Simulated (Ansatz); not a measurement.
We consider α-quartz-type GeO₂ (metastable phase), described by LDA in Ansatz (PAW).

Settings: plane-wave cutoff 520 eV, 12×12×6 k mesh (along the axes of the cell as run), Fermi–Dirac smearing 0.01 eV, scalar-relativistic PAW data made under PBE.

Properties against volume:

Shape and atoms are relaxed at each volume.

```json
[
 {"V (Å³/atom)": "12.403", "P (GPa)": "1.71", "direct gap at Γ (eV)": "3.569", "smallest gap on the k mesh (eV)": "3.518", "c (Å)": "5.581"},
 {"V (Å³/atom)": "12.661", "P (GPa)": "0.81", "direct gap at Γ (eV)": "3.556", "smallest gap on the k mesh (eV)": "3.511", "c (Å)": "5.598"},
 {"V (Å³/atom)": "12.920", "P (GPa)": "0.00", "direct gap at Γ (eV)": "3.543", "smallest gap on the k mesh (eV)": "3.500", "c (Å)": "5.615"},
 {"V (Å³/atom)": "13.178", "P (GPa)": "-0.75", "direct gap at Γ (eV)": "3.530", "smallest gap on the k mesh (eV)": "3.482", "c (Å)": "5.633"},
 {"V (Å³/atom)": "13.436", "P (GPa)": "-1.43", "direct gap at Γ (eV)": "3.517", "smallest gap on the k mesh (eV)": "3.461", "c (Å)": "5.651"}
]
```

The fundamental gap (3.49 eV at the equilibrium volume, with added k points) lies elsewhere than Γ–Γ.

Spin–orbit coupling is not included.

Ansatz is a program for electronic structure.
